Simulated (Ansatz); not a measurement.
Crystal: GaP.

```
Ga P
1.0
     3.45666    0.00000    0.00000
     0.00000    3.45666    0.00000
     0.00000    0.00000    2.80256
Ga P
1 1
Cartesian
  0.0000 0.0000 0.0000
  1.7283 1.7283 1.4013
```

The cell was built by a generator and needn't be a form met in nature.

Below is the output of Ansatz 0.2.0 for this cell. Logs are shortened: lines on timing, memory, paths and dates and some standing lists are left out, and cuts for length are marked.

```text
Warning: RAYON_NUM_THREADS=2 ignored (pool sized by the plan → 2); use --threads N
Engine: ansatz 0.2.0, aarch64-unknown-linux-gnu
Pseudopotentials: kind: paw
Pseudopotential: Ga, paw, valence charge 13, recommended cutoff 420 eV (normal), Ga.paw.azcp
Pseudopotential: P, paw, valence charge 5, recommended cutoff 420 eV (normal), P.paw.azcp
Functional definition: HF
  exchange = exact_x
  correlation = 0
Crystal: 2 atoms, lattice volume = 33.486 Å³
Basis set: ecut = 420 eV, 653 PW (Γ)
Bands: 13, of which v1, the nominal top of the filled ones, is band 9 counted from 1 (8 counted from 0)
Symmetry: 16 space group operations
Space group: P4/mmm (ITA 123), of the structure as read, at distance tolerance 3.2e-5 Å
k-points: 18 of 80
Non-local potential: Ga, projectors of the file, l = 0: 2, l = 1: 2, l = 2: 3, l = 3: 1
Non-local potential: P, projectors of the file, l = 0: 2, l = 1: 2, l = 2: 2
PAW form: soft (Blöchl's): semilocal exchange-correlation on the pseudo side does not see the compensation charge
PAW frozen core: Ga, regenerated for the run's functional, and the local potential with it (the file was generated under x = pbe(κ = 0.804, μ = 0.2195149727645171), c = pbe(β = 0.06672455060314922))
PAW frozen core: P, regenerated for the run's functional, and the local potential with it (the file was generated under x = pbe(κ = 0.804, μ = 0.2195149727645171), c = pbe(β = 0.06672455060314922))
PAW one-centre angular grid: Ga, 590 points (default); XC on 64 Gauss nodes
PAW one-centre angular grid: P, 110 points (default); XC on 64 Gauss nodes
Initial density: superposition of atomic densities (neutral atoms: chi_scale 0, normalization atom), corrected by the library's trained network
Initial wavefunctions: pseudopotential atomic-orbital guess
Functional: x = pbe(κ = 0.804, μ = 0.2195149727645171), c = none, warm-up for x = 0 pbe(κ = 0.804, μ = 0.2195149727645171) + 1 exact, c = none
SCF iter   1: F=—  HF=-4480.334716 eV  |F-HF|=—  |Δ(HF+E_count)|=         —  Δρ=1.09e-2  dr2=3.96e-2  ethr=1.77e-3  ⟨swp⟩=5.9  Hψ=1032  notcnv=0
preconditioner: auto → none  [metal: Δε(μ)=0.102 eV  Ē_g=14.880 eV  σ=0.050 eV  W_gap=0.47  n_scr=6 (ndim 8)  ℏωp=27.2 eV  f_vac=0.000  D(μ)=2.53/eV (n_scr^D=30)  sad-step TF]
SCF iter   2: F=—  HF=-4480.328021 eV  |F-HF|=—  |Δ(HF+E_count)|=   6.70e-3  Δρ=6.06e-3  dr2=1.67e-2  ethr=2.20e-4  ⟨swp⟩=2.2  Hψ=470  notcnv=0  defer=3
iter 3 solved again at ethr=3.71e-6 eV; its pass at ethr=9.26e-5 eV (dr2=6.68e-4 eV) is discarded
SCF iter   3: F=—  HF=-4480.325861 eV  |F-HF|=—  |Δ(HF+E_count)|=   2.16e-3  Δρ=1.68e-3  dr2=6.25e-4  ethr=3.71e-6  ⟨swp⟩=3.1  Hψ=956  notcnv=0  defer=1
[... 435 lines left out ...]
Stability not checked: this state was not tested for a lower state beside it, because the functional holds exact exchange (a hybrid, or Hartree-Fock), whose exchange loop this test does not read (fock_operator; see scf.lower_state_search)
Free energy (F): -4484.249918 eV
Frozen-core exchange: fock
Harris-Foulkes:  -4484.249918 eV  (|F-HF|=9.09e-13)
Internal energy: -4484.244294 eV  (E = F + TS)
E sigma→0 (E₀):  -4484.247106 eV
Entropy (-TS):   -0.005623 eV (-2.812 meV/atom)
Fermi energy:    10.243024 eV
--- Per-component energies (eV) ---
  E_band       = -179.716255
  E_kinetic    = 177.202112
  E_local      = -2015.379355  (includes V_loc(G=0)·N_el)
  E_nonlocal   = 452.357508
  E_hartree    = 952.633819
  E_xc         = 0.000000
  E_vxc        = 0.000000  (∫ρ·V_xc dr)
  E_exx        = -251.886088  (= α·E_x^exact, valence–valence)
  E_paw        = -2383.737140  (= ΣΔE_a)
  E_vpaw       = -195.391861  (= ΣTr[D̂ρ^β])
  E_aug_tail   = -0.000123  (compensation charges beyond the density's cutoff)
  E_ewald      = -1415.362762
  E_core_change = -0.072268  (= ΣΔE_core)
  E_smearing   = -0.005623  (= −TS)
  E_closure    = 0.000002  (closes the sum)
  Σ components = -4484.249918   (vs F -4484.249918, Δ=0.00e0)
--- Forces (eV/Å), atoms counted from 1 ---
  atom   1  Ga     0.00000000     0.00000000     0.00000000
  atom   2  P      0.00000000     0.00000000     0.00000000
  max |Σ_I F_I| component: 6.41e-31 eV/Å
--- Stress (GPa, compression-positive) ---
        0.006233       0.000000       0.000000
        0.000000       0.006233       0.000000
        0.000000       0.000000      -0.010148
  P = ⅓ Tr σ = 0.0008 GPa (0.008 kbar)
--- Band table (eV; the first three rows and the last of 18) ---
  k-point 0: bands = ["-18.5916", "-18.4936", "-18.4916", "-18.4616", "-18.4616", "-11.3317", "5.2424", "5.2424", "6.3120", "13.8286", "17.3951", "19.5756", "24.5511"]
  k-point 1: bands = ["-18.5355", "-18.4898", "-18.4873", "-18.4873", "-18.4873", "-10.5008", "3.9828", "6.5608", "6.5608", "8.9388", "18.0990", "22.6484", "22.9016"]
  k-point 2: bands = ["-18.5283", "-18.5283", "-18.4829", "-18.4797", "-18.4448", "-8.1987", "-1.8816", "11.4866", "11.4866", "13.1858", "17.7907", "18.9803", "18.9803"]
  k-point 17: bands = ["-18.5560", "-18.5560", "-18.5384", "-18.4115", "-18.4106", "-4.4974", "3.6936", "3.6936", "4.3771", "5.0803", "12.8010", "13.2384", "13.2384"]
--- Relaxed structure (6 steps of the walk, 6 accepted, 1 SCFs on fresh bases) ---
  F+E_penalty+E_count = -4484.24991782 eV   max|allowed force component| = 2.712e-31 eV/Å   (the final SCF, on the basis selected at the relaxed cell)
  cell:  # Å, volume = 36.6492 Å³
    - [3.489751281422641, 4.195378152275644e-34, 0.0]
    - [4.195378152275644e-34, 3.489751281422641, 0.0]
    - [0.0, 0.0, 3.0093658124056746]
  atoms:
    - { symbol: Ga, position: [3.569338235820338e-35, 6.093992109937162e-36, 0.0] }
    - { symbol: P, position: [0.5, 0.5, 0.49999999999999994] }
```

Question: What input gives this log?

Answer: Relaxation of cell and atoms with HF, no spin polarisation. The files as run (others can give the same):

input.yaml
```yaml
crystal:
  lattice:
    - [3.45666, 0.0, 0.0]
    - [0.0, 3.45666, 0.0]
    - [0.0, 0.0, 2.80256]
  atoms:
    - { symbol: Ga, position: [0.0, 0.0, 0.0] }
    - { symbol: P, position: [0.5, 0.5, 0.5] }
hamiltonian:
  xc: hf
  pseudopotentials: { kind: paw }
kpoints:
  mp_grid: { grid: [4, 4, 5] }
scf:
  occupations: { method: fermi_dirac, width: 0.05 }
output:
  forces: true
  stress: true
  eigenvalues: true
relax:
  f_tol: 0.01
  max_steps: 40
  cell: { stress_tol: 0.05 }
```

Potentials or basis: Ansatz PAW.
Command:
```console
$ ansatz run input.yaml --threads 2 --pin off --max-ram 5632MiB --backend cpu --events-out ev --progress --plain --runs-dir out
```

Caveat: the k mesh is coarse (spacing up to 0.45 Å⁻¹), so the values aren't converged, least of all with exact exchange; the plane-wave basis is chosen anew once the cell has moved, so the energies of steps on either side of that aren't comparable; the PAW data sets come from PBE, with cores solved anew for the run's functional, which leaves a small shift of forces and pressure.
